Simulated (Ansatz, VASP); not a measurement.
**TiAl3: VASP beside Ansatz**

```xyz
4
Lattice="-1.9111 1.9111 4.2807 1.9111 -1.9111 4.2807 1.9111 1.9111 -4.2807" Properties=species:S:1:pos:R:3 pbc="T T T"
Ti    0.0000    0.0000    0.0000
Al    0.0000    0.0000    4.2807
Al    0.0000    1.9111    2.1403
Al    1.9111    0.0000    2.1403
```

The cell comes from a database or a generator and needn't be the stable form of this composition.

Alike in both runs: task single point; functional r2SCAN; dispersion rVV10; k mesh 6 × 6 × 6; occupations gaussian, width 0.1 eV; no spin polarisation.

|  | VASP | Ansatz |
| --- | --- | --- |
| version | VASP 6.6.1 | Ansatz 0.2.0 |
| potentials or method | VASP PAW PBE potentials, release 64 (Ti_sv, Al) | scalar-relativistic, plane waves, PAW |
| plane-wave cutoff (eV) | 520 | 500 |
| valence electrons in the cell | 21 | 21 |

VASP gave:

```
gap on the k mesh at the Fermi level (eV)       : none
pressure (GPa)                                  : -0.4
largest component of the traceless stress (GPa) : 0.08
```

Problem. Which values does Ansatz return?

Solution. gap on the k mesh at the Fermi level (eV): none; pressure (GPa): -0.4; largest component of the traceless stress (GPa): 0.05.

A gap of «none» marks a metal or a gap that the smearing closes.

Caveats: the k mesh is coarse (spacing up to 0.39 Å⁻¹), so the values aren't converged; the PAW data sets were made with another functional, which shifts forces and pressure a little (VASP).
